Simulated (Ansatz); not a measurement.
# Ca3MgF8: the cell at several levels of theory

How does the equilibrium cell of Ca3MgF8 built on the fluorite host prototype depend on the functional? It is relaxed with PBE, r2SCAN and PBEsol. This is a trial cell built on a prototype, not taken from a measured structure, and it needn't be the compound's ground state.

Program: Ansatz 0.2.0. PAW datasets, plane waves, zero pressure. Values at 0 K without nuclear motion; spin polarisation is off, and the phase may be a hypothetical one.

### Step 1. The system as given

The symmetry is Cmmm (No. 65, orthorhombic); a = 7.615 Å, b = 10.769 Å, c = 3.807 Å in the conventional setting, 13.01 Å³ an atom. Near Ca stand 8 F at 2.33 Å; near F stand 3 Ca at 2.33 Å and 1 Mg at 2.33 Å; near F stand 2 Mg at 2.33 Å and 2 Ca at 2.33 Å; near F stand 4 Ca at 2.33 Å.

Structure file:

```cif
data_structure
_symmetry_space_group_name_H-M 'Cmmm'
_symmetry_Int_Tables_number 65
_cell_length_a 7.6147
_cell_length_b 10.7688
_cell_length_c 3.8074
_cell_angle_alpha 90.000
_cell_angle_beta 90.000
_cell_angle_gamma 90.000
_cell_volume 312.21
loop_
_atom_site_label
_atom_site_type_symbol
_atom_site_symmetry_multiplicity
_atom_site_Wyckoff_symbol
_atom_site_fract_x
_atom_site_fract_y
_atom_site_fract_z
_atom_site_occupancy
Ca1 Ca 4 e 0.25000 0.25000 0.00000 1
F1 F 8 q 0.25000 0.87500 0.50000 1
Ca2 Ca 2 c 0.50000 0.00000 0.50000 1
F2 F 4 i 0.50000 0.62500 0.00000 1
F3 F 4 i 0.50000 0.87500 0.00000 1
Mg1 Mg 2 d 0.00000 0.00000 0.50000 1
```

### Step 2. Relaxing with PBE

The input, input.yaml:

```yaml
crystal:
  lattice:
    - [3.8073591, -5.38441888, 0.0]
    - [3.8073591, 5.38441888, 0.0]
    - [0.0, 0.0, 3.8073591]
  atoms:
    - { symbol: Ca, position: [0.0, 0.5, 0.0] }
    - { symbol: F, position: [0.375, 0.125, 0.5] }
    - { symbol: F, position: [0.125, 0.375, 0.5] }
    - { symbol: Ca, position: [0.5, 0.5, 0.5] }
    - { symbol: F, position: [0.875, 0.125, 0.0] }
    - { symbol: F, position: [0.625, 0.375, 0.0] }
    - { symbol: Mg, position: [0.0, 0.0, 0.5] }
    - { symbol: F, position: [0.375, 0.625, 0.0] }
    - { symbol: F, position: [0.125, 0.875, 0.0] }
    - { symbol: Ca, position: [0.5, 0.0, 0.0] }
    - { symbol: F, position: [0.875, 0.625, 0.5] }
    - { symbol: F, position: [0.625, 0.875, 0.5] }
kpoints:
  mp_grid: { grid: [4, 4, 6] }
hamiltonian:
  xc: pbe
scf:
  occupations: { method: fermi_dirac, width: 0.02 }
relax:
  f_tol: 0.005
  cell: {}
output:
  write_density: true
  write_potential: true
  elf: true
  volumetric_format: npy
```

The runs that follow: r2SCAN: cell and atoms; PBEsol: cell and atoms.

**Question.** What will these runs give? Wanted: for each run, a; b; c; volume; space group; SCF geometries.

The runs gave:

| level | a (Å) | b (Å) | c (Å) | volume (Å³/atom) | space group | SCF geometries |
| --- | --- | --- | --- | --- | --- | --- |
| PBE | 7.561 | 10.792 | 3.840 | 13.057 | Cmmm | 9 |
| r2SCAN | 7.461 | 10.650 | 3.786 | 12.536 | Cmmm | 6 |
| PBEsol | 7.453 | 10.629 | 3.777 | 12.466 | Cmmm | 8 |

**Reading.** The first relaxation changed the volume by +0.4 % from the start. PBEsol gives the smallest cell and PBE the largest; they differ by 4.7 % in volume, a mean of 1.6 % in length.
